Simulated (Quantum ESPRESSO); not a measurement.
The system is SnSe2.

```
CELL_PARAMETERS angstrom
3.81100 0.00000 0.00000
-1.90550 3.30042 0.00000
0.00000 0.00000 6.13600
ATOMIC_POSITIONS crystal
Sn 0.00000 0.00000 0.00000
Se 0.66667 0.33333 0.75100
Se 0.33333 0.66667 0.24900
```

```yaml
Program: Quantum ESPRESSO 7.5
Task: Wannier functions
Functional: PBEsol
Potentials_or_basis: GBRV 1.5 PBEsol
Cutoff: 925 eV
Density_cutoff: 7401 eV
k_mesh: 8 × 8 × 5
Occupations: fermi-dirac, width 0.05 eV
Spin: no spin polarisation
Mixing_beta: 0.5
Most_SCF_iterations: 120
SCF_threshold: 6e-10 Ry
k_mesh_for_the_Wannier_functions: 5 × 5 × 3
```

Start: SCDM with an erfc weight, μ = 4.4 eV over the reference level, σ = 3.0 eV, one function for each orbital of the shells Sn sp, Se sp; the lowest 5 bands are left out. The reference level is the Fermi level, or the middle of the gap.

With SCDM with an erfc weight, how many functions result, how localised are they, and how well do they interpolate the bands?

12 functions with spreads from 1.45 to 2.67 Å², 22.7 Å² in all; they miss the direct bands by 51 meV (root mean square).

Wannier functions:
| function | nearest atom | distance (Å) | spread (Å²) | on-site energy from the reference level (eV) |
| --- | --- | --- | --- | --- |
| 1 | 2 Se | 0.49 | 1.62 | -4.12 |
| 2 | 3 Se | 0.47 | 1.67 | -3.93 |
| 3 | 3 Se | 0.58 | 1.49 | -3.19 |
| 4 | 2 Se | 0.58 | 1.49 | -3.06 |
| 5 | 2 Se | 0.59 | 1.49 | -3.09 |
| 6 | 3 Se | 0.59 | 1.47 | -3.20 |
| 7 | 3 Se | 0.59 | 1.45 | -3.20 |
| 8 | 2 Se | 0.59 | 1.47 | -3.10 |
| 9 | 1 Sn | 0.66 | 2.58 | -0.42 |
| 10 | 1 Sn | 0.74 | 2.65 | -0.40 |
| 11 | 1 Sn | 0.75 | 2.67 | -0.37 |
| 12 | 1 Sn | 0.75 | 2.66 | -0.38 |

Parts of the spread (Å²): invariant 18.97, diagonal 0.068, off-diagonal 3.67, total 22.71. Against the direct bands the interpolation misses by 51 meV (root mean square) and 250 meV at most, for states up to 1 eV over the reference level.

Caveat: spin-orbit coupling is left out, which moves the levels of the heavy elements; the mesh misses the band edges, which the band path finds closer together.
